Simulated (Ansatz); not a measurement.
# Energy landscape near a Sb structure

All numbers below come from DFT PBEsol, scalar-relativistic, plane waves, PAW in Ansatz 0.2.0.

Plane waves to 420 eV, a k mesh through Γ of 14×14×14 on the computed 1-atom cell and Gaussian smearing (0.10 eV); no spin polarisation.

Reference cell:

```
CELL_PARAMETERS angstrom
3.16000 0.00000 0.00000
0.00000 3.16000 0.00000
0.00000 0.00000 3.16000
ATOMIC_POSITIONS crystal
Sb 0.00000 0.00000 0.00000
```

Each variant moves atoms of this cell by the vectors given, if any (Å), and then applies a symmetric strain (tensor components, Cartesian axes). The reference cell isn't relaxed at this level. Energies are per atom at zero smearing, counted from the lowest variant. Pressure is positive in compression.

1. strain (xx yy zz yz xz xy, %) -3.46 -3.46 -3.46 0.00 0.00 0.00
2. strain (xx yy zz yz xz xy, %) -0.40 -0.40 -0.40 0.00 0.00 0.00
3. strain (xx yy zz yz xz xy, %) -0.85 -0.85 -0.85 0.00 0.00 0.00
4. strain (xx yy zz yz xz xy, %) 4.91 4.91 4.91 0.00 0.00 0.00
5. strain (xx yy zz yz xz xy, %) -0.20 -0.20 -0.20 0.00 0.00 0.00
6. strain (xx yy zz yz xz xy, %) -0.58 -0.58 -0.58 0.00 0.00 0.00

```json
{"variant": "1", "ΔE (meV/atom)": "0.0", "P (GPa)": "0.65", "largest force (eV/Å)": "0.00", "gap on mesh (eV)": "0", "space group": "Pm-3m"}
{"variant": "2", "ΔE (meV/atom)": "?", "P (GPa)": "?", "largest force (eV/Å)": "?", "gap on mesh (eV)": "?", "space group": "?"}
{"variant": "3", "ΔE (meV/atom)": "24.4", "P (GPa)": "-3.64", "largest force (eV/Å)": "0.00", "gap on mesh (eV)": "0", "space group": "Pm-3m"}
{"variant": "4", "ΔE (meV/atom)": "258.4", "P (GPa)": "-8.68", "largest force (eV/Å)": "0.00", "gap on mesh (eV)": "0", "space group": "Pm-3m"}
{"variant": "5", "ΔE (meV/atom)": "39.7", "P (GPa)": "-4.48", "largest force (eV/Å)": "0.00", "gap on mesh (eV)": "0", "space group": "Pm-3m"}
{"variant": "6", "ΔE (meV/atom)": "?", "P (GPa)": "?", "largest force (eV/Å)": "?", "gap on mesh (eV)": "?", "space group": "?"}
```

Task: Give the withheld rows.

Result:
| variant | ΔE (meV/atom) | P (GPa) | largest force (eV/Å) | gap on mesh (eV) | space group |
| --- | --- | --- | --- | --- | --- |
| 2 | 34.6 | -4.23 | 0.00 | 0 | Pm-3m |
| 6 | 30.1 | -3.99 | 0.00 | 0 | Pm-3m |

Spin-orbit coupling is left out, which matters for the bands of heavy elements.

This simple cubic form isn't the element's structure at ambient conditions.